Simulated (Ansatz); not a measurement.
What a change of settings does to a run on TiC

The cell was built from the WC type and relaxed in the same program; it needn't be a known or the stable phase. The listed cell was then made from it by scaling, straining or moving an atom.

First run: DFT, PBE, all-electron PAW with datasets made for the crystal, scalar-relativistic (Ansatz 0.2.0).

Command: `ansatz run input.yaml --threads 1 --pin off --max-ram 2048MiB --backend cpu --events-out ev --progress --plain --runs-dir out` The run took 2.2 min on 1 thread of Arm Neoverse V1, with other jobs on the host, peak memory 1.6 GiB.

```yaml
crystal:
  lattice:
    - [3.0452841791, 0.0, 0.0]
    - [-1.5226420896, 2.6372934609, 0.0]
    - [0.0, 0.0, 2.6939039114]
  atoms:
    - { symbol: Ti, position: [0.0, 0.0, 0.0] }
    - { symbol: C, position: [0.3497521623, 0.6666666667, 0.5] }
kpoints:
  mp_grid: { grid: [16, 16, 14] }
scf:
  occupations: { method: fermi_dirac, width: 0.08 }
hamiltonian:
  xc: pbe
  pseudopotentials: { kind: all_electron, datasets: crystal }
output:
  forces: true
  stress: true
  eigenvalues: true
  efg: { contact_densities: true }
```

Result: converged; pressure 0.22 GPa; largest force 0.304 eV/Å; no gap on the k mesh; 10 SCF iterations.

The input is then changed:

```diff
@@ -8,5 +8,5 @@
     - { symbol: C, position: [0.3497521623, 0.6666666667, 0.5] }
 kpoints:
-  mp_grid: { grid: [16, 16, 14] }
+  mp_grid: { grid: [11, 11, 9] }
 scf:
   occupations: { method: fermi_dirac, width: 0.08 }
```

**Question.** Predict the outcome of the changed run.

**Answer.** It converged; energy at zero smearing +0.4 meV/atom from the first run; pressure 0.25 GPa; largest force 0.304 eV/Å; no gap on the k mesh; 10 SCF iterations. Some of these settings are too coarse for converged properties.
